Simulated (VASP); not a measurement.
## MgS (Niningerite) in VASP: the effect of target pressure

MgS (Niningerite):

```
CELL_PARAMETERS angstrom
0.00000 2.60165 2.60165
2.60165 0.00000 2.60165
2.60165 2.60165 0.00000
ATOMIC_POSITIONS crystal
S 0.50000 0.50000 0.50000
Mg 0.00000 0.00000 0.00000
```

Alike in all runs:

| Item | Value |
| --- | --- |
| Program | VASP 6.6.1 |
| Task | relaxation of cell and atoms |
| Functional | PBE |
| Potentials or basis | VASP PAW PBE potentials, release 64 (S, Mg) |
| Cutoff | 600 eV |
| k mesh | 9 × 9 × 9 |
| Occupations | fermi-dirac, width 0.05 eV |
| Spin | no spin polarisation |

Each run relaxes the cell or the atoms first.

```tsv
target pressure	target pressure	relaxed volume (Å³/atom)	gap on the mesh (eV)
0 GPa	-	17.81	2.88
2 GPa	2 GPa	17.37	2.94
5 GPa	5 GPa	16.79	3.01
10 GPa	10 GPa	16.00	3.11
20 GPa	20 GPa	?	?
30 GPa	30 GPa	13.96	3.38
```

Q: What does the run with target pressure 20 GPa give?

A: Relaxed volume 14.83 Å³/atom; gap on the mesh 3.27 eV.

Worked out: In Murnaghan's law V^(-B') rises as a straight line in P. The other rows fit best with B' = 3.7, V0 = 17.81 Å³/atom and B0 = 76 GPa, which gives 14.82 Å³/atom at 20 GPa, against the run's 14.83. A parabola through the other rows of the gap on the mesh, of slope 0.0133 eV per GPa there, gives 3.28 eV, against the run's 3.27.

Caveats: an odd mesh through Γ misses points on the zone boundary, where band edges often lie; the cell is relaxed towards a set pressure, so the enthalpy falls and the energy may rise (some runs); the volume moved by over 15 % at a fixed basis, so the end points are rough (some runs).
